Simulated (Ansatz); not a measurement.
# A defect in a wire: armchair graphene nanoribbon (N = 10, H edges), Ni in place of one C, part 2 of 4

Aim: how much does this defect scatter, and at which energies?

Ansatz 0.2.0; DFT PBE, plane waves, PAW; relaxation of a wire's period (the session's first sound run).

So far. Step 2 (The relaxed wire): The cell's length comes to 4.291 Å with spin left out.

## (3) The perfect wire

This step: DFT PBE, plane waves, PAW; channels and complex bands of a perfect wire (Ansatz 0.2.0).

At the relaxed period the Bloch states of the perfect wire are found at each energy: those that move forward count the open channels, and those that decay describe how a disturbance dies away inside the wire itself. An energy step of 0.035 eV is under the 0.039 eV that the program asks for its thermal average at 300 K.

input.yaml reads:

```yaml
crystal:
  lattice:
    - [19.921, 0.0, 0.0]
    - [0.0, 7.0, 0.0]
    - [0.0, 0.0, 4.2911855813]
  atoms:
    - { symbol: C, position: [0.222885056, 0.5, 0.007065965] }
    - { symbol: C, position: [0.34513068, 0.5, 0.999824729] }
    - { symbol: C, position: [0.469141577, 0.5, 0.999834282] }
    - { symbol: C, position: [0.592746528, 0.5, 0.000926775] }
    - { symbol: C, position: [0.716606391, 0.5, 0.999012217] }
    - { symbol: C, position: [0.222885056, 0.5, 0.326267368] }
    - { symbol: C, position: [0.34513068, 0.5, 0.333508605] }
    - { symbol: C, position: [0.469141577, 0.5, 0.333499051] }
    - { symbol: C, position: [0.592746528, 0.5, 0.332406558] }
    - { symbol: C, position: [0.716606391, 0.5, 0.334321117] }
    - { symbol: H, position: [0.825190712, 0.5, 0.387040108] }
    - { symbol: H, position: [0.174809288, 0.5, 0.446293226] }
    - { symbol: C, position: [0.283393609, 0.5, 0.499012217] }
    - { symbol: C, position: [0.407253472, 0.5, 0.500926775] }
    - { symbol: C, position: [0.530858423, 0.5, 0.499834282] }
    - { symbol: C, position: [0.65486932, 0.5, 0.499824729] }
    - { symbol: C, position: [0.777114944, 0.5, 0.507065965] }
    - { symbol: C, position: [0.283393609, 0.5, 0.834321117] }
    - { symbol: C, position: [0.407253472, 0.5, 0.832406558] }
    - { symbol: C, position: [0.530858423, 0.5, 0.833499051] }
    - { symbol: C, position: [0.65486932, 0.5, 0.833508605] }
    - { symbol: C, position: [0.777114944, 0.5, 0.826267368] }
    - { symbol: H, position: [0.174809288, 0.5, 0.887040108] }
    - { symbol: H, position: [0.825190712, 0.5, 0.946293226] }
kpoints:
  mp_grid: { grid: [1, 1, 19] }
scf:
  occupations: { method: fermi_dirac, width: 0.05 }
hamiltonian:
  xc: pbe
output:
  transmission:
    e_range: [-1.5, 1.5]
    de: 0.035
    kmesh: [1, 1]
    reduced_basis: true
    leads: [[0, 0]]
```

Run with:

```
ansatz run input.yaml --threads 16 --pin off --max-ram 61440MiB --backend cuda --events-out ev --progress --plain --runs-dir out --max-vram 78GiB
```

Numbers of over 12 decimals in the logs are rounded to 6 here.

What it wrote:

```text
[...]
GPU FFT provider: cuFFT
GPU libraries: cuBLAS 13.8.1, cuFFT 12.4.0, cuSOLVER 12.3.2
[...]
Crystal: 24 atoms, lattice volume = 598.393 Å³
Basis set: ecut = 420 eV, 11743 PW (Γ)
Bands: 66, of which v1, the nominal top of the filled ones, is band 42 counted from 1 (41 counted from 0)
Symmetry: 8 space group operations
[...]
k-points: 10 of 19
[...]
GPU buffer pool allocated for 194400 grid points (all kernels)
[...]
SCF iter   1: F=—  HF=-5082.088086 eV  |F-HF|=—  |Δ(HF+E_count)|=         —  Δρ=2.59e-3  dr2=1.35e-1  ethr=1.77e-3  ⟨swp⟩=10.3  Hψ=4011  notcnv=0  defer=108
[...]
SCF iter   8: F=-5082.058007 eV  HF=-5082.058007 eV  |F-HF|=1.83e-7  |Δ(HF+E_count)|=   3.56e-8  Δρ=3.29e-6  dr2=3.82e-8  ethr=1.19e-10  ⟨swp⟩=25.5  Hψ=4677  notcnv=0
SCF 1 converged in 8 iterations: F = -5082.058007 eV  dr2 = 3.82e-8
[...]
transmission: 6 of 6 steps passed
[...]
Second SCF, for the conductance: iteration 1, dr2 4.811e-8 eV
Second SCF, for the conductance: iteration 2, dr2 1.738e-8 eV
Second SCF, for the conductance: iteration 3, dr2 3.486e-9 eV
transmission: 6 of 6 steps passed
SCF converged after 8 iterations
Free energy (F): -5082.058007 eV
[...]
Internal energy: -5082.058004 eV  (E = F + TS)
E sigma→0 (E₀):  -5082.058006 eV
Entropy (-TS):   -0.000002 eV (-0.000 meV/atom)
Fermi energy:    -0.553865 eV
[...]
--- Band table (eV; the first three rows and the last of 10) ---
  k-point 0: bands = [... 38 lower, -2.5777, -2.1651, -1.2770, -1.1126, 0.0099, 0.1250, 0.8161, 1.0826, ... 20 higher]
  k-point 1: bands = [... 38 lower, -2.5789, -2.2831, -1.4477, -1.2162, 0.1018, 0.2983, 0.9492, 1.2115, ... 20 higher]
  k-point 2: bands = [... 38 lower, -2.5865, -2.5845, -1.8215, -1.4637, 0.3157, 0.6796, 1.2975, 1.4684, ... 20 higher]
  k-point 9: bands = [... 38 lower, -4.1017, -3.8223, -3.1712, -3.0328, 1.3543, 1.5129, 2.4367, 2.7792, ... 20 higher]
--- Transmission ---
  basis      : 1229 plane waves across, 6 finite elements along
  points     : 1, standing for a mesh of 1 x 1
  on the GPU : 1 of these points
  filling    : by a second SCF (3 iterations) under fermi_dirac of width 0.025852 eV on a mesh of 1 x 1 x 34, whose Fermi level is -0.552180 eV
  energies   : 86 from -1.500000 to 1.475000 eV about the Fermi level, 0.035000 eV apart; the leads are filled to 0.000000 eV, and channels, transmission and decay are at 0.005000 eV
  crystal 0  : C20H4, at the sites [0, 0], period 4.2912 Å: whole cells are its period
    offset         : up to 0.0000 Å between an atom of the period and one for which it stands
    filled         : 0.9 meV over the level at which it is neutral
    channels       : 0.000000e0 a spin
    conductance    : 4.1910e4 S/m² at 300 K; may be off by some 0.0 % by where its bands' edges are placed, 0.0 % from the distance to neutral
    slowest decay  : 0.1033 /Å at (0.0000, 0.0000)
```

Wall time 3.3 min (1 × NVIDIA GB200 with 16 threads of Arm Neoverse V2, shared host); peak memory 20 GiB; 36 min of CPU time.

Numbers from this step:

```yaml
channels_of_the_lower_lead: 0
conductance_of_the_lead_as_this_run_defines_it: 7.54e-10 G₀
slowest_decay_in_the_lead_at_its_filling_level: 0.1033 Å⁻¹
band_gap_on_the_path_through_both_edges: 1.123 eV
```

Table of open channels of the lead, one spin by energy, zero at the Fermi level:

energy (eV), open channels of the lead, one spin and a bar:
```
    -1.50       2.00 ####################
    -1.43       2.00 ####################
    -1.32       2.00 ####################
    -1.25       2.00 ####################
    -1.19       2.00 ####################
    -1.11       2.00 ####################
    -1.01       2.00 ####################
    -0.94       2.00 ####################
    -0.87       2.00 ####################
    -0.77       2.00 ####################
    -0.69       1.00 ##########
    -0.62       1.00 ##########
    -0.52       0.00 
    -0.45       0.00 
    -0.38       0.00 
    -0.31       0.00 
    -0.20       0.00 
    -0.14       0.00 
    -0.07       0.00 
     0.01       0.00 
     0.04       0.00 
     0.11       0.00 
     0.18       0.00 
     0.28       0.00 
     0.35       0.00 
     0.42       0.00 
     0.49       0.00 
     0.60       1.00 ##########
     0.67       1.00 ##########
     0.74       2.00 ####################
     0.84       2.00 ####################
     0.92       2.00 ####################
     0.98       2.00 ####################
     1.09       2.00 ####################
     1.16       2.00 ####################
     1.23       2.00 ####################
     1.30       2.00 ####################
     1.41       3.00 ##############################
     1.48       3.00 ##############################
```

The slowest values at each energy, most degenerate partners merged, listed up to 1.5 1/Å. Table of Im kz of the slowest decaying states by energy, zero at the Fermi level:

```tsv
energy (eV)	decay 1 (Å⁻¹)	decay 2 (Å⁻¹)	decay 3 (Å⁻¹)	decay 4 (Å⁻¹)
-1.500	0.0723	0.169	0.427	0.445
-1.395	0.0981	0.178	0.434	0.454
-1.290	0.117	0.186	0.441	0.462
-1.185	0.131	0.193	0.447	0.469
-1.115	0.139	0.197	0.451	0.474
-1.010	0.149	0.202	0.457	0.481
-0.905	0.158	0.206	0.462	0.487
-0.800	0.165	0.209	0.467	0.492
-0.695	0.0304	0.171	0.211	0.472
-0.590	0.0614	0.175	0.213	0.476
-0.485	0.0615	0.0782	0.178	0.214
-0.415	0.0825	0.0861	0.180	0.215
-0.310	0.0946	0.103	0.181	0.215
-0.205	0.1	0.115	0.182	0.214
-0.100	0.103	0.122	0.182	0.213
0.005	0.103	0.125	0.181	0.211
0.110	0.101	0.123	0.179	0.208
0.215	0.0971	0.117	0.176	0.205
0.285	0.0927	0.109	0.174	0.203
0.390	0.0833	0.0918	0.170	0.198
0.495	0.0605	0.0694	0.164	0.193
0.600	0.0469	0.158	0.187	0.423
0.705	0.150	0.180	0.409	0.510
0.810	0.140	0.173	0.393	0.511
0.915	0.129	0.164	0.376	0.512
0.985	0.12	0.157	0.363	0.513
1.090	0.104	0.146	0.342	0.513
1.195	0.0835	0.133	0.319	0.513
1.300	0.0532	0.117	0.291	0.513
1.405	0.0985	0.258	0.513	0.530
```

By hand: a barrier of this wire, of length L, would pass T ∝ exp(−2κL) at this energy; with κ = 0.103 Å⁻¹ one decade takes ln 10 / (2κ) = 11.1 Å.

At the computed energy nearest the Fermi level there are 0 channels a spin, and the thermal average gives 7.5e-10 G₀; the gap is 1.12 eV.

(Continued in part 3 of 4.)

[Logs are printed without paths, hosts, clocks, repeated set-up lines and the standing remarks that a program may print on its own settings, such as how far it seeks lower states.]

[Hosts, paths, dates, database ids (printed as entryN), source tags and the programs' standing remarks are cut or masked in the printed files.]
